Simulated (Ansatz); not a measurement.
Starting structure of a cell relaxation (symmetry kept):

```cif
data_structure
_symmetry_space_group_name_H-M 'Fm-3m'
_symmetry_Int_Tables_number 225
_cell_length_a 6.8540
_cell_length_b 6.8540
_cell_length_c 6.8540
_cell_angle_alpha 90.000
_cell_angle_beta 90.000
_cell_angle_gamma 90.000
_cell_volume 321.98
loop_
_atom_site_label
_atom_site_type_symbol
_atom_site_symmetry_multiplicity
_atom_site_Wyckoff_symbol
_atom_site_fract_x
_atom_site_fract_y
_atom_site_fract_z
_atom_site_occupancy
Rb1 Rb 4 a 0.00000 0.00000 0.00000 1
Br1 Br 4 b 0.50000 0.00000 0.00000 1
```

These are results of DFT PBE, scalar-relativistic, plane waves, PAW in Ansatz 0.2.0, not measurements.

Settings: cutoff 420 eV, Γ-centred mesh 6×6×6 on the computed 2-atom cell, Gaussian smearing of 0.02 eV; no spin polarisation.

Q: What does it relax to?

A: The volume goes up by 2.95 Å³/atom to 43.19 Å³/atom, and the energy falls by 8.6 meV/atom. Final structure:
```
CELL_PARAMETERS angstrom
0.00000 3.50868 3.50868
3.50868 0.00000 3.50868
3.50868 3.50868 0.00000
ATOMIC_POSITIONS crystal
Rb 0.00000 0.00000 0.00000
Br 0.50000 0.50000 0.50000
```

Course of the relaxation (steps run on the plane waves of an earlier cell, and the basis is chosen afresh near the end, so energy and pressure can step there; trial steps that raised the energy were taken back; energies are free energies):

```csv
step,E − E_final (meV/atom),P (GPa),V (Å³/atom)
1,8.6,1.00,40.25
2,2.6,0.51,41.54
3,0.1,0.06,42.99
4,0.1,0.00,43.19
5,0.0,0.00,43.19
```